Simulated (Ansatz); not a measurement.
# Tantalum, beta-Sn type under LDA: from relaxation to bulk modulus, part 2 of 2

Aim: take tantalum in the beta-Sn type structure, relax it, solve it on a dense k-mesh, switch on spin-orbit coupling, then scale the cell to 7 volumes from 88 to 112 % of the relaxed one and try a fit of the equation of state. The k-meshes are 13×13×9 for the relaxation; 21×21×20 for the dense run; 13×13×12 for spin-orbit coupling; 15×15×14 for the volumes.

Ansatz 0.2.0; DFT, LDA (PW92), plane waves (420 eV) with PAW, scalar-relativistic.

## (3) Single point on a dense mesh

Contents of input.yaml:

```yaml
crystal:
  lattice:
    - [-3.4404267867, 3.4422315261, 1.3991432956]
    - [3.4422315261, -3.4404267867, 1.3991432956]
    - [1.822625415, 1.822625415, -1.3958379121]
  atoms:
    - { symbol: Ta, position: [0.9999894505, 1.05495e-05, 1.0] }
    - { symbol: Ta, position: [0.7500105495, 0.2499894505, 0.5] }
hamiltonian:
  xc: lda
  pseudopotentials:
    kind: paw
    azcp:
      Ta: "pseudopotentials/Ta.paw.azcp"
basis:
  ecutwfc: 420
  fft_grid_basis: typed
kpoints:
  mp_grid: { grid: [21, 21, 20], shift: [0, 0, 0] }
magnetization:
  spin_polarized: false
scf:
  occupations: { method: fermi_dirac, width: 0.1 }
```

Launch:

```
ansatz run input.yaml --threads 2 --pin off --max-ram 5120MiB --backend cpu --events-out ev --progress --plain --runs-dir out
```

Log, cut to the lines that bear on the results:

```text
Warning: <dir> the record states the generating functional pbe (its physics header spells it `PBE`), which answers neither for hamiltonian.xc's functional nor for the lda family's — results may be inconsistent (PPs are generated against a specific XC)
Warning: RAYON_NUM_THREADS=2 ignored (pool sized by the plan → 2); use --threads N
[...]
Pseudopotentials: kind: paw
Pseudopotential: Ta, paw, valence charge 13, recommended cutoff 420 eV (normal), <dir>
Functional definition: SPW92
[...]
Crystal: 2 atoms, lattice volume = 35.120 Å³
Basis set: ecut = 420 eV, 677 PW (Γ)
[...]
Symmetry: 4 space group operations
Space group: C2/c (ITA 15), of the structure as read, at distance tolerance 3.3e-5 Å
k-points: 2321 of 8820
[...]
SCF iter   1: F=—  HF=-19364.959004 eV  |F-HF|=—  |Δ(HF+E_count)|=         —  Δρ=8.20e-3  dr2=1.75e-2  ethr=1.77e-3  ⟨swp⟩=5.2  Hψ=175590  notcnv=0
[...]
SCF iter   7: F=-19364.953155 eV  HF=-19364.953155 eV  |F-HF|=8.30e-8  |Δ(HF+E_count)|=   9.22e-8  Δρ=8.61e-6  dr2=9.27e-8  ethr=3.85e-10  ⟨swp⟩=1.1  Hψ=99326  notcnv=0
[...]
SCF converged after 7 iterations
Free energy (F): -19364.953155 eV
[...]
E sigma→0 (E₀):  -19364.918819 eV
Entropy (-TS):   -0.068671 eV (-34.336 meV/atom)
Fermi energy:    19.069037 eV
[...]
```

Run time: 35 s. Hardware: 2 threads of Arm Neoverse V1, shared host; peak memory 1.2 GiB.

## (4) Spin-orbit coupling switched on

input.yaml: that of step 3 with these lines changed.

```diff
@@ -11,3 +11,3 @@
   pseudopotentials:
-    kind: paw
+    kind: paw_fr
     azcp:
@@ -18,5 +18,6 @@
 kpoints:
-  mp_grid: { grid: [21, 21, 20], shift: [0, 0, 0] }
+  mp_grid: { grid: [13, 13, 12], shift: [0, 0, 0] }
 magnetization:
-  spin_polarized: false
+  noncollinear: true
+  spin_orbit: true
 scf:
```

Launch:

```
ansatz run input.yaml --threads 2 --pin off --max-ram 5120MiB --backend cpu --events-out ev --progress --plain --runs-dir out
```

Log, cut to the lines that bear on the results:

```text
Warning: <dir> the record states the generating functional pbe (its physics header spells it `PBE`), which answers neither for hamiltonian.xc's functional nor for the lda family's — results may be inconsistent (PPs are generated against a specific XC)
Warning: RAYON_NUM_THREADS=2 ignored (pool sized by the plan → 2); use --threads N
[...]
Pseudopotentials: kind: paw_fr
Pseudopotential: Ta, paw_fr, valence charge 13, recommended cutoff 420 eV (normal), <dir>
[... 1 set-up line as earlier in the session ...]
[...]
SCF iter   8: F=-19408.293681 eV  HF=-19408.293681 eV  |F-HF|=1.65e-8  |Δ(HF+E_count)|=   1.44e-7  Δρ=5.11e-6  dr2=1.98e-8  dr2_m=0.00e0 (ungated)  ethr=3.85e-10  |M|=0.00e0 ∫|m|=0.00e0 μB  |m|>n=0.0e0 m-floor=0.0e0 τ_xc=0.0e0  ⟨swp⟩=3.0  Hψ=21279  notcnv=0
[...]
SCF converged after 8 iterations
Magnetization: |M| = 0.0000 μB,  M = (+0.0000, +0.0000, +0.0000) μB
Absolute magnetization: 0.0000 μB (∫|m|)
  site 0: m = (+0.0000, +0.0000, +0.0000) μB, |m| = 0.0000 μB  (R = 1.15 Å)
  site 1: m = (+0.0000, +0.0000, +0.0000) μB, |m| = 0.0000 μB  (R = 1.15 Å)
Free energy (F): -19408.293681 eV
[...]
E sigma→0 (E₀):  -19408.257323 eV
Entropy (-TS):   -0.072716 eV (-36.358 meV/atom)
Fermi energy:    19.036518 eV
[...]
```

Wall time 44 s (2 threads of Arm Neoverse V1, shared host); peak memory 1.1 GiB.

Side by side:

|  | scalar-relativistic | with spin-orbit coupling |
| --- | --- | --- |
| k-mesh | 21×21×20 | 13×13×12 |
| gap on the mesh | none (levels filled in part) | none (levels filled in part) |

The meshes differ, so small differences between the columns need not come from spin-orbit coupling.

## (5) Equation of state: 88 %

Contents of input.yaml:

```yaml
crystal:
  lattice:
    - [-3.2969058445, 3.2986352974, 1.3407765939]
    - [3.2986352974, -3.2969058445, 1.3407765939]
    - [1.7465927211, 1.7465927211, -1.3376090979]
  atoms:
    - { symbol: Ta, position: [0.9999894505, 1.05495e-05, 1.0] }
    - { symbol: Ta, position: [0.7500105495, 0.2499894505, 0.5] }
hamiltonian:
  xc: lda
  pseudopotentials:
    kind: paw
    azcp:
      Ta: "pseudopotentials/Ta.paw.azcp"
basis:
  ecutwfc: 420
  fft_grid_basis: typed
kpoints:
  mp_grid: { grid: [15, 15, 14], shift: [0, 0, 0] }
magnetization:
  spin_polarized: false
scf:
  occupations: { method: fermi_dirac, width: 0.1 }
  lower_state_search: "off"
output:
  stress: true
  write_density: true
  write_potential: true
  elf: true
  volumetric_format: npy
```

Launch:

```
ansatz run input.yaml --threads 2 --pin off --max-ram 5120MiB --backend cpu --events-out ev --progress --plain --runs-dir out
```

Log, cut to the lines that bear on the results:

```text
Warning: <dir> the record states the generating functional pbe (its physics header spells it `PBE`), which answers neither for hamiltonian.xc's functional nor for the lda family's — results may be inconsistent (PPs are generated against a specific XC)
Warning: RAYON_NUM_THREADS=2 ignored (pool sized by the plan → 2); use --threads N
[...]
[... 3 set-up lines as earlier in the session ...]
[...]
Crystal: 2 atoms, lattice volume = 30.906 Å³
Basis set: ecut = 420 eV, 603 PW (Γ)
[...]
SCF converged after 7 iterations
Free energy (F): -19364.548493 eV
[...]
E sigma→0 (E₀):  -19364.519643 eV
Entropy (-TS):   -0.057700 eV (-28.850 meV/atom)
Fermi energy:    22.052175 eV
[...]
--- Stress (GPa, compression-positive) ---
       34.965622       1.077974      -0.088018
        1.077974      34.965622      -0.088018
       -0.088018      -0.088018      32.545125
  P = ⅓ Tr σ = 34.1588 GPa (341.588 kbar)
--- Band table (eV; the first three rows and the last of 848) ---
  k-point 0: bands = ["-44.9879", "-44.7823", "-12.6334", "-10.9589", "-10.6813", "-10.6339", "-10.6068", "-10.5982", "13.3704", "16.7563", "21.2298", "21.7081", "23.3024", "23.5089", "23.7967", "24.0486", "24.0616"]
[...]
```

It took 19 s on 2 threads of Arm Neoverse V1, shared host; peak memory 0.62 GiB.

The maps below are laid out on this run's own conventional cell (a, b, c = 2.682, 4.943, 9.328 Å).

Density in a lattice plane of the grid's cell (edges 2.68 and 9.33 Å, at 0.000 of the third edge), which holds Ta.

Ten even steps from '0' (0.24 e/Å³) to '9' (4.29 e/Å³):
```
961016
100000
000000
000000
000000
000000
000000
000100
016961
029792
016961
000100
000000
000000
000000
000000
000000
100000
961016
792029
```
Columns run along the first of these edges and rows up along the second, over one cell in 6 and 20 even steps from the bottom left corner. Atoms in the plane (fractional): Ta at (0.00, 0.00), Ta at (0.50, 0.50).

ELF in the same plane.

Values, 12 rows by 6 columns:
```
0.63 0.38 0.17 0.35 0.17 0.38
0.53 0.48 0.40 0.37 0.40 0.48
0.28 0.27 0.27 0.27 0.27 0.27
0.37 0.40 0.48 0.53 0.48 0.40
0.35 0.17 0.38 0.63 0.38 0.17
0.30 0.47 0.61 0.00 0.61 0.47
0.35 0.17 0.38 0.63 0.38 0.17
0.37 0.40 0.48 0.53 0.48 0.40
0.27 0.27 0.27 0.28 0.27 0.27
0.53 0.48 0.40 0.37 0.40 0.48
0.63 0.38 0.17 0.35 0.17 0.38
0.00 0.61 0.47 0.30 0.47 0.61
```
Columns run along the first of these edges and rows up along the second, over one cell in 6 and 12 even steps from the bottom left corner. Atoms in the plane (fractional): Ta at (0.00, 0.00), Ta at (0.50, 0.50).

Both are smooth fields of the valence electrons: close to the nuclei they are not physical.

Outside the cores ELF peaks at 0.55 between the atoms, 1.7 Å from Ta.

## (6) Equation of state: 92 %

input.yaml: that of step 5 with these lines changed.

```diff
@@ -2,5 +2,5 @@
   lattice:
-    - [-3.2969058445, 3.2986352974, 1.3407765939]
-    - [3.2986352974, -3.2969058445, 1.3407765939]
-    - [1.7465927211, 1.7465927211, -1.3376090979]
+    - [-3.3461206502, 3.3478759196, 1.3607911356]
+    - [3.3478759196, -3.3461206502, 1.3607911356]
+    - [1.772665113, 1.772665113, -1.3575763565]
   atoms:
@@ -26,5 +26 @@
   stress: true
-  write_density: true
-  write_potential: true
-  elf: true
-  volumetric_format: npy
```

Launch:

```
ansatz run input.yaml --threads 2 --pin off --max-ram 5120MiB --backend cpu --events-out ev --progress --plain --runs-dir out
```

Log, cut to the lines that bear on the results:

```text
Warning: <dir> the record states the generating functional pbe (its physics header spells it `PBE`), which answers neither for hamiltonian.xc's functional nor for the lda family's — results may be inconsistent (PPs are generated against a specific XC)
Warning: RAYON_NUM_THREADS=2 ignored (pool sized by the plan → 2); use --threads N
[...]
[... 3 set-up lines as earlier in the session ...]
[...]
Crystal: 2 atoms, lattice volume = 32.311 Å³
Basis set: ecut = 420 eV, 637 PW (Γ)
[...]
SCF iter   7: F=-19364.786091 eV  HF=-19364.786091 eV  |F-HF|=1.88e-8  |Δ(HF+E_count)|=   6.47e-8  Δρ=4.96e-6  dr2=2.17e-8  ethr=3.85e-10  ⟨swp⟩=4.0  Hψ=46269  notcnv=0
[...]
SCF converged after 7 iterations
Free energy (F): -19364.786091 eV
[...]
E sigma→0 (E₀):  -19364.755523 eV
Entropy (-TS):   -0.061135 eV (-30.568 meV/atom)
Fermi energy:    20.973515 eV
[...]
--- Stress (GPa, compression-positive) ---
       21.008444       0.600896      -0.082926
        0.600896      21.008444      -0.082926
       -0.082926      -0.082926      19.432418
  P = ⅓ Tr σ = 20.4831 GPa (204.831 kbar)
```

It took 13 s on 2 threads of Arm Neoverse V1, shared host; peak memory 0.62 GiB.

## (7) Equation of state: 96 %

input.yaml: that of step 6 with these lines changed.

```diff
@@ -2,5 +2,5 @@
   lattice:
-    - [-3.3461206502, 3.3478759196, 1.3607911356]
-    - [3.3478759196, -3.3461206502, 1.3607911356]
-    - [1.772665113, 1.772665113, -1.3575763565]
+    - [-3.3939288329, 3.3957091809, 1.3802336357]
+    - [3.3957091809, -3.3939288329, 1.3802336357]
+    - [1.7979923222, 1.7979923222, -1.3769729251]
   atoms:
```

Launch:

```
ansatz run input.yaml --threads 2 --pin off --max-ram 5120MiB --backend cpu --events-out ev --progress --plain --runs-dir out
```

Log, cut to the lines that bear on the results:

```text
Warning: <dir> the record states the generating functional pbe (its physics header spells it `PBE`), which answers neither for hamiltonian.xc's functional nor for the lda family's — results may be inconsistent (PPs are generated against a specific XC)
Warning: RAYON_NUM_THREADS=2 ignored (pool sized by the plan → 2); use --threads N
[...]
[... 3 set-up lines as earlier in the session ...]
[...]
Crystal: 2 atoms, lattice volume = 33.716 Å³
Basis set: ecut = 420 eV, 653 PW (Γ)
[...]
SCF iter   7: F=-19364.914762 eV  HF=-19364.914762 eV  |F-HF|=1.68e-8  |Δ(HF+E_count)|=   3.63e-8  Δρ=7.10e-6  dr2=2.09e-8  ethr=3.85e-10  ⟨swp⟩=4.0  Hψ=44612  notcnv=0
[...]
SCF converged after 7 iterations
Free energy (F): -19364.914762 eV
[...]
E sigma→0 (E₀):  -19364.882421 eV
Entropy (-TS):   -0.064681 eV (-32.340 meV/atom)
Fermi energy:    19.982859 eV
[...]
--- Stress (GPa, compression-positive) ---
        9.503910       0.162138      -0.082150
        0.162138       9.503910      -0.082150
       -0.082150      -0.082150       8.679949
  P = ⅓ Tr σ = 9.2293 GPa (92.293 kbar)
```

Run time: 14 s. Hardware: 2 threads of Arm Neoverse V1, shared host; peak memory 0.63 GiB.

## (8) Equation of state: 100 %

input.yaml: that of step 7 with these lines changed.

```diff
@@ -2,5 +2,5 @@
   lattice:
-    - [-3.3939288329, 3.3957091809, 1.3802336357]
-    - [3.3957091809, -3.3939288329, 1.3802336357]
-    - [1.7979923222, 1.7979923222, -1.3769729251]
+    - [-3.4404267867, 3.4422315261, 1.3991432956]
+    - [3.4422315261, -3.4404267867, 1.3991432956]
+    - [1.822625415, 1.822625415, -1.3958379121]
   atoms:
@@ -26 +26,5 @@
   stress: true
+  write_density: true
+  write_potential: true
+  elf: true
+  volumetric_format: npy
```

Launch:

```
ansatz run input.yaml --threads 2 --pin off --max-ram 5120MiB --backend cpu --events-out ev --progress --plain --runs-dir out
```

Log, cut to the lines that bear on the results:

```text
Warning: <dir> the record states the generating functional pbe (its physics header spells it `PBE`), which answers neither for hamiltonian.xc's functional nor for the lda family's — results may be inconsistent (PPs are generated against a specific XC)
Warning: RAYON_NUM_THREADS=2 ignored (pool sized by the plan → 2); use --threads N
[...]
[... 3 set-up lines as earlier in the session ...]
[...]
Crystal: 2 atoms, lattice volume = 35.120 Å³
Basis set: ecut = 420 eV, 677 PW (Γ)
[...]
SCF converged after 7 iterations
Free energy (F): -19364.953707 eV
[...]
E sigma→0 (E₀):  -19364.919503 eV
Entropy (-TS):   -0.068407 eV (-34.204 meV/atom)
Fermi energy:    19.069112 eV
[...]
--- Stress (GPa, compression-positive) ---
        0.006329      -0.215368      -0.077921
       -0.215368       0.006329      -0.077921
       -0.077921      -0.077921      -0.160755
  P = ⅓ Tr σ = -0.0494 GPa (-0.494 kbar)
--- Band table (eV; the first three rows and the last of 848) ---
  k-point 0: bands = ["-48.1594", "-48.0405", "-15.3957", "-14.2736", "-14.0869", "-14.0512", "-14.0286", "-14.0223", "10.8860", "14.3375", "18.5171", "18.9334", "19.9335", "20.4960", "20.7669", "20.8213", "20.9503"]
[...]
```

It took 21 s on 2 threads of Arm Neoverse V1, shared host; peak memory 0.66 GiB.

## (9) Equation of state: 104 %

input.yaml: that of step 8 with these lines changed.

```diff
@@ -2,5 +2,5 @@
   lattice:
-    - [-3.4404267867, 3.4422315261, 1.3991432956]
-    - [3.4422315261, -3.4404267867, 1.3991432956]
-    - [1.822625415, 1.822625415, -1.3958379121]
+    - [-3.4857007521, 3.4875292408, 1.4175551872]
+    - [3.4875292408, -3.4857007521, 1.4175551872]
+    - [1.8466100789, 1.8466100789, -1.4142063069]
   atoms:
@@ -26,5 +26 @@
   stress: true
-  write_density: true
-  write_potential: true
-  elf: true
-  volumetric_format: npy
```

Launch:

```
ansatz run input.yaml --threads 2 --pin off --max-ram 5120MiB --backend cpu --events-out ev --progress --plain --runs-dir out
```

Log, cut to the lines that bear on the results:

```text
Warning: <dir> the record states the generating functional pbe (its physics header spells it `PBE`), which answers neither for hamiltonian.xc's functional nor for the lda family's — results may be inconsistent (PPs are generated against a specific XC)
Warning: RAYON_NUM_THREADS=2 ignored (pool sized by the plan → 2); use --threads N
[...]
[... 3 set-up lines as earlier in the session ...]
[...]
Crystal: 2 atoms, lattice volume = 36.525 Å³
Basis set: ecut = 420 eV, 713 PW (Γ)
[...]
SCF iter   6: F=-19364.918620 eV  HF=-19364.918620 eV  |F-HF|=4.92e-8  |Δ(HF+E_count)|=   2.27e-6  Δρ=1.47e-5  dr2=6.68e-8  ethr=3.85e-10  ⟨swp⟩=3.8  Hψ=60996  notcnv=0
[...]
SCF converged after 6 iterations
Free energy (F): -19364.918620 eV
[...]
E sigma→0 (E₀):  -19364.882515 eV
Entropy (-TS):   -0.072211 eV (-36.105 meV/atom)
Fermi energy:    18.223027 eV
[...]
--- Stress (GPa, compression-positive) ---
       -7.839652      -0.521227      -0.069085
       -0.521227      -7.839652      -0.069085
       -0.069085      -0.069085      -7.450653
  P = ⅓ Tr σ = -7.7100 GPa (-77.100 kbar)
```

It took 15 s on 2 threads of Arm Neoverse V1, shared host; peak memory 0.66 GiB.

## (10) Equation of state: 108 %

input.yaml: that of step 9 with these lines changed.

```diff
@@ -2,5 +2,5 @@
   lattice:
-    - [-3.4857007521, 3.4875292408, 1.4175551872]
-    - [3.4875292408, -3.4857007521, 1.4175551872]
-    - [1.8466100789, 1.8466100789, -1.4142063069]
+    - [-3.529828231, 3.5316798675, 1.4355008289]
+    - [3.5316798675, -3.529828231, 1.4355008289]
+    - [1.8699873717, 1.8699873717, -1.4321095531]
   atoms:
```

Launch:

```
ansatz run input.yaml --threads 2 --pin off --max-ram 5120MiB --backend cpu --events-out ev --progress --plain --runs-dir out
```

Log, cut to the lines that bear on the results:

```text
Warning: <dir> the record states the generating functional pbe (its physics header spells it `PBE`), which answers neither for hamiltonian.xc's functional nor for the lda family's — results may be inconsistent (PPs are generated against a specific XC)
Warning: RAYON_NUM_THREADS=2 ignored (pool sized by the plan → 2); use --threads N
[...]
[... 3 set-up lines as earlier in the session ...]
[...]
Crystal: 2 atoms, lattice volume = 37.930 Å³
Basis set: ecut = 420 eV, 737 PW (Γ)
[...]
SCF iter   7: F=-19364.822392 eV  HF=-19364.822392 eV  |F-HF|=6.32e-8  |Δ(HF+E_count)|=   9.98e-8  Δρ=7.49e-6  dr2=7.14e-8  ethr=3.85e-10  ⟨swp⟩=3.0  Hψ=51101  notcnv=0
[...]
SCF converged after 7 iterations
Free energy (F): -19364.822392 eV
[...]
E sigma→0 (E₀):  -19364.784393 eV
Entropy (-TS):   -0.075997 eV (-37.998 meV/atom)
Fermi energy:    17.437100 eV
[...]
--- Stress (GPa, compression-positive) ---
      -14.320294      -0.758399      -0.058072
       -0.758399     -14.320294      -0.058072
       -0.058072      -0.058072     -13.474922
  P = ⅓ Tr σ = -14.0385 GPa (-140.385 kbar)
```

It took 16 s on 2 threads of Arm Neoverse V1, shared host; peak memory 0.67 GiB.

## (11) Equation of state: 112 %

input.yaml: that of step 10 with these lines changed.

```diff
@@ -2,5 +2,5 @@
   lattice:
-    - [-3.529828231, 3.5316798675, 1.4355008289]
-    - [3.5316798675, -3.529828231, 1.4355008289]
-    - [1.8699873717, 1.8699873717, -1.4321095531]
+    - [-3.5728791596, 3.5747533793, 1.453008662]
+    - [3.5747533793, -3.5728791596, 1.453008662]
+    - [1.8927943435, 1.8927943435, -1.4495760252]
   atoms:
```

Launch:

```
ansatz run input.yaml --threads 2 --pin off --max-ram 5120MiB --backend cpu --events-out ev --progress --plain --runs-dir out
```

Log, cut to the lines that bear on the results:

```text
Warning: <dir> the record states the generating functional pbe (its physics header spells it `PBE`), which answers neither for hamiltonian.xc's functional nor for the lda family's — results may be inconsistent (PPs are generated against a specific XC)
Warning: RAYON_NUM_THREADS=2 ignored (pool sized by the plan → 2); use --threads N
[...]
[... 3 set-up lines as earlier in the session ...]
[...]
Crystal: 2 atoms, lattice volume = 39.335 Å³
Basis set: ecut = 420 eV, 769 PW (Γ)
[...]
SCF iter   6: F=-19364.675664 eV  HF=-19364.675664 eV  |F-HF|=1.03e-9  |Δ(HF+E_count)|=   8.74e-9  Δρ=4.03e-6  dr2=2.88e-9  ethr=3.49e-10  ⟨swp⟩=2.8  Hψ=47785  notcnv=0
[...]
SCF converged after 6 iterations
Free energy (F): -19364.675664 eV
[...]
E sigma→0 (E₀):  -19364.635794 eV
Entropy (-TS):   -0.079741 eV (-39.870 meV/atom)
Fermi energy:    16.705196 eV
[...]
--- Stress (GPa, compression-positive) ---
      -19.663940      -0.939263      -0.047126
       -0.939263     -19.663940      -0.047126
       -0.047126      -0.047126     -18.460328
  P = ⅓ Tr σ = -19.2627 GPa (-192.627 kbar)
```

Wall time 15 s (2 threads of Arm Neoverse V1, shared host); peak memory 0.68 GiB.

## (12) The equation of state

The cell was scaled evenly, with its shape and the fractional positions fixed.

| V (Å³/atom) | E − E₀ (meV/atom) | P from the stress (GPa) | P from the fit (GPa) |
| --- | --- | --- | --- |
| 15.453 | 199.9 | 34.16 | 33.99 |
| 16.155 | 82.0 | 20.48 | 20.28 |
| 16.858 | 18.5 | 9.23 | 9.02 |
| 17.560 | 0.0 | -0.05 | -0.26 |
| 18.263 | 18.5 | -7.71 | -7.92 |
| 18.965 | 67.6 | -14.04 | -14.25 |
| 19.667 | 141.9 | -19.26 | -19.49 |

A third-order Birch-Murnaghan fit gives V₀ = 17.538 Å³/atom, B₀ = 211 GPa and B₀′ = 3.8; it misses no point by more than 0.02 meV/atom.

Fit and stress differ a little: one follows E(σ → 0), the other the smeared free energy.

## (13) Results

What follows sums up all 2 parts.

| quantity | value |
| --- | --- |
| space group (spins left aside) | Fddd (No. 70) |
| conventional cell | a = 2.798 Å, b = 5.158 Å, c = 9.734 Å |
| volume | 17.560 Å³/atom |
| shortest distance | 2.798 Å |
| gap on the mesh | none (levels filled in part) |
| relative to bcc | +151 meV/atom |
| V₀, B₀, B₀′ | 17.538 Å³/atom, 211 GPa, 3.8 |

**Reading.** From the guessed start the volume shrank by 7.4 % in 19 steps. The cell has left its prototype: it ends as Fddd. What follows belongs to that structure, not to the type named at the start. The mesh has less symmetry than the lattice, which may have let the distortion in. Against the reference form of tantalum (bcc, computed apart with the same settings) it stands 151 meV/atom higher, so it is far from stable. No gap shows: it is a metal or semimetal at this level. Totals with and without spin-orbit coupling (-21.7 eV/atom apart) can't be read as binding, since the two-component data shift the zero of energy. B₀ comes out at 211 GPa; letting shape and positions relax at each volume could only lower it.
